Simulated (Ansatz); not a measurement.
# Relaxing Co

Method: DFT PBEsol, scalar-relativistic, plane waves, PAW (Ansatz). Settings: 420 eV cutoff, 8×8×8 k-mesh, Gaussian smearing of 0.10 eV, collinear spin.

What was changed: 8 of 8 Ir sites taken by Co, cell and atoms relaxed.

Command:

```bash
ansatz run input.yaml --threads 1 --pin off --max-ram 2560MiB --backend cpu --events-out ev --progress --plain --runs-dir out
```

Input:

```yaml
crystal:
  lattice:
    - [0.0, 3.4679556666, -3.4679556666]
    - [3.4679556666, 3.4679556666, 0.0]
    - [3.4679556666, 0.0, -3.4679556666]
  atoms:
    - { symbol: Co, position: [0.5, 0.0, 0.5], spin: 1.85 }
    - { symbol: Co, position: [0.5, 0.5, 0.5], spin: 1.85 }
    - { symbol: Co, position: [0.0, 0.0, 0.5], spin: 1.85 }
    - { symbol: Co, position: [0.0, 0.5, 0.5], spin: 1.85 }
    - { symbol: Co, position: [0.5, 0.0, 0.0], spin: 1.85 }
    - { symbol: Co, position: [0.5, 0.5, 0.0], spin: 1.85 }
    - { symbol: Co, position: [0.0, 0.0, 0.0], spin: 1.85 }
    - { symbol: Co, position: [0.0, 0.5, 0.0], spin: 1.85 }
basis:
  ecutwfc: 420
kpoints:
  mp_grid: { grid: [8, 8, 8] }
hamiltonian:
  xc: pbesol
scf:
  occupations: { method: gaussian, width: 0.1 }
output:
  forces: true
  stress: true
  eigenvalues: true
  populations: true
  write_density: true
  write_potential: true
  elf: true
  volumetric_format: npy
magnetization:
  spin_polarized: true
relax:
  adjacent_minimum: "off"
  f_tol: 0.015
  max_steps: 60
  cell: { stress_tol: 0.15 }
```

F is the free energy. Steps run on the plane waves of an earlier cell, but the last one, and at times one on the way, on a freshly chosen basis, so a repeated geometry can differ a little in energy.

Steps:

| step | F − F(1) (eV) | largest force component (eV/Å) | V (Å³/atom) | P (GPa) |
| --- | --- | --- | --- | --- |
| 1 | 0.0000 | 0.000 | 10.427 | -0.69 |
| 2 | -0.0006 | 0.000 | 10.411 | -0.32 |
| 3 | -0.0008 | 0.000 | 10.398 | 0.00 |
| 4 | -0.0005 | 0.000 | 10.398 | -0.01 |

Relaxed structure:

```cif
data_structure
_symmetry_space_group_name_H-M 'P 1'
_symmetry_Int_Tables_number 1
_cell_length_a 4.8999
_cell_length_b 4.8999
_cell_length_c 4.8999
_cell_angle_alpha 60.000
_cell_angle_beta 60.000
_cell_angle_gamma 60.000
_cell_volume 83.19
loop_
_atom_site_label
_atom_site_type_symbol
_atom_site_fract_x
_atom_site_fract_y
_atom_site_fract_z
_atom_site_occupancy
Co1 Co 0.50000 0.00000 0.50000 1
Co2 Co 0.50000 0.50000 0.50000 1
Co3 Co 0.00000 0.00000 0.50000 1
Co4 Co 0.00000 0.50000 0.50000 1
Co5 Co 0.50000 0.00000 0.00000 1
Co6 Co 0.50000 0.50000 0.00000 1
Co7 Co 0.00000 0.00000 0.00000 1
Co8 Co 0.00000 0.50000 0.00000 1
```

Symmetry: Fm-3m, No. 225, cubic system. The conventional cell has a = 3.465 Å, b = 3.465 Å, c = 3.465 Å, α = 90.00°, β = 90.00°, γ = 90.00°. Co (site symmetry m-3m) is surrounded by 12 Co at 2.45 Å.

The run converged. Time: 2.2 min on 1 thread of Arm Neoverse V2, on a shared host, peak memory 0.64 GiB.